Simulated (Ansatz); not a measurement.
The cell is COD entry 9008857, as deposited and not checked against the literature; nothing was relaxed.

An input for ZnSe: DFT, PBEsol, all-electron LAPW, scalar-relativistic (Ansatz 0.2.0).

```yaml
crystal:
  lattice:
    - [0.0, 2.8338, 2.8338]
    - [2.8338, 0.0, 2.8338]
    - [2.8338, 2.8338, 0.0]
  atoms:
    - { symbol: Zn, position: [0.0, 0.0, 0.0] }
    - { symbol: Se, position: [0.75, 0.75, 0.75] }
kpoints:
  mp_grid: { grid: [8, 8, 8] }
  band_path:
    path:
      - [0.0, 0.0, 0.0]
      - [-0.5, -0.5, 0.0]
      - [-0.375, -0.375, 0.25]
      - [-0.375, 0.0, 0.375]
      - [0.0, 0.0, 0.0]
      - [0.0, 0.0, 0.5]
      - [-0.5, -0.25, 0.25]
      - [-0.5, -0.5, 0.0]
    npoints: 5
scf:
  occupations: { method: fermi_dirac, width: 0.03 }
hamiltonian:
  xc: pbesol
  pseudopotentials: { kind: all_electron, lapw: { basis_error: 0.001 } }
output:
  forces: true
  stress: true
  eigenvalues: true
```

The results part of the log:

```
SCF 1 converged in 7 iterations: F = -114917.062774 eV  dr2 = 2.47e-8
NSCF: frozen V_eff on 36 k-points
SCF converged after 7 iterations
Free energy (F): -114917.062774 eV
Harris-Foulkes:  -114917.062774 eV  (|F-HF|=8.44e-10)
Internal energy: -114917.062774 eV  (E = F + TS)
E sigma→0 (E₀):  -114917.062774 eV
Fermi energy:    8.517339 eV
--- Per-component energies (eV) ---
  E_band       = -2241.155512
  E_kinetic    = 117368.960468
  E_xc         = -4261.767656
  E_electrostatic = -228024.255586  (all electrons and nuclei)
  E_smearing   = -0.000000  (= −TS)
  E_closure    = 0.000000  (closes the sum)
  E_atoms      = -114910.299036  (free atoms, spherical and without spin; not in F)
  Σ components = -114917.062774   (vs F -114917.062774, Δ=0.00e0)
  Basis errors (estimates in eV, not in F): energy 4.3e-4 per atom: plane waves 4.0e-4 (2.4e-4 summed), levels above the bands 5.0e-143, relativity 1.3e-8, radial functions 3.4e-5, core shells 5.2e-10; eigenvalues (radial functions only) 1.6e-6; not estimated: angular momenta, meshes, grids; target (lapw.basis_error) 1.0e-3; muffin-tin radii Zn 1.247 Å, Se 1.207 Å
--- Forces (eV/Å), atoms counted from 1 ---
  atom   1  Zn     0.00000000    -0.00000000     0.00000000
  atom   2  Se    -0.00000000     0.00000000     0.00000000
  max |Σ_I F_I| component: 1.39e-17 eV/Å
--- Stress (GPa, compression-positive) ---
       -1.114641      -0.000000       0.000000
       -0.000000      -1.114641       0.000000
        0.000000       0.000000      -1.114641
  P = ⅓ Tr σ = -1.1146 GPa (-11.146 kbar)
--- Band table (eV; the first three rows and the last of 29) ---
  k-point 0: bands = ["-198.8813", "-138.5458", "-138.5458", "-138.5458", "-116.9617", "-71.2912", "-71.2912", "-71.2912", "-38.9831", "-38.9831", "-38.9831", "-38.9787", "-38.9787", "-5.3711", "1.3603", "1.3603", "1.3603", "1.7314", "1.7314", "7.9154", "7.9154", "7.9154", "9.0853", "13.6618", "13.6618", "13.6618", "17.6597"]
  k-point 1: bands = ["-198.8813", "-138.5458", "-138.5458", "-138.5458", "-116.9617", "-71.2912", "-71.2912", "-71.2912", "-38.9831", "-38.9830", "-38.9830", "-38.9787", "-38.9787", "-5.2697", "1.3661", "1.3762", "1.3762", "1.7300", "1.7300", "6.5675", "7.7619", "7.7619", "10.0996", "13.5828", "13.9170", "13.9170", "18.5379"]
  k-point 2: bands = ["-198.8813", "-138.5458", "-138.5458", "-138.5458", "-116.9617", "-71.2913", "-71.2912", "-71.2912", "-38.9831", "-38.9830", "-38.9830", "-38.9786", "-38.9786", "-5.0062", "1.4111", "1.4111", "1.4189", "1.7314", "1.7314", "4.8345", "7.4348", "7.4348", "10.5730", "14.2938", "14.2938", "14.3758", "18.2911"]
  k-point 28: bands = ["-198.8813", "-138.5458", "-138.5458", "-138.5458", "-116.9617", "-71.2913", "-71.2913", "-71.2912", "-38.9830", "-38.9830", "-38.9827", "-38.9787", "-38.9785", "-4.3001", "1.4752", "1.5676", "1.6976", "1.7012", "2.0325", "3.2011", "5.1213", "5.2168", "13.2782", "13.4376", "14.7857", "15.5018", "19.5311"]
```
